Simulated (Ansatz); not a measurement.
**Ionic part of the dielectric constant of NaF, mode by mode**

All numbers below come from DFT r2SCAN+D3(BJ), scalar-relativistic, plane waves, PAW in Ansatz 0.2.0. Cutoff 500 eV, 8×8×8 k-points (Γ-centred), fixed occupations. No spin polarisation. Phonons by linear response, acoustic sum rule imposed.

The structure is cubic, space group F-43m (No. 216). The conventional cell has a = 5.047 Å, b = 5.047 Å, c = 5.047 Å, α = 90.00°, β = 90.00°, γ = 90.00°. Around Na (site symmetry -43m) lie 4 F at 2.19 Å. F (site symmetry -43m) has 4 Na at 2.19 Å as nearest neighbours.

The cell is the ideal cubic zincblende prototype; this isn't the usual structure of the compound.

The primitive cell has V = 32.14 Å³ and ε∞,xx = 1.660. Each polar mode adds Δε = (4.92064×10⁷/V)·S/ν² along x, with S its oscillator strength in e²/amu, ν in cm⁻¹ and V in Å³.

Question: From these modes, find each Δε and ε0,xx.
| ν (cm⁻¹) | S_xx (e²/amu) |
| --- | --- |
| 301.5 | 0.09021 |

Answer:
| ν (cm⁻¹) | Δε |
| --- | --- |
| 301.5 | 1.52 |

The sum is 1.520, so ε0,xx = 3.18; the run's tensor has 3.18.

Question: Where do the longitudinal modes lie for a wave vector along x?

Answer: At 417 cm⁻¹. The Lyddane–Sachs–Teller product Π(ν_LO/ν_TO)² = 1.92 matches ε0/ε∞ = 1.92.

Cost: 1 run of about 5.5 core-minutes, on Intel Xeon Processor @ 2.50GHz (Skylake/Cascade Lake) (shared hosts).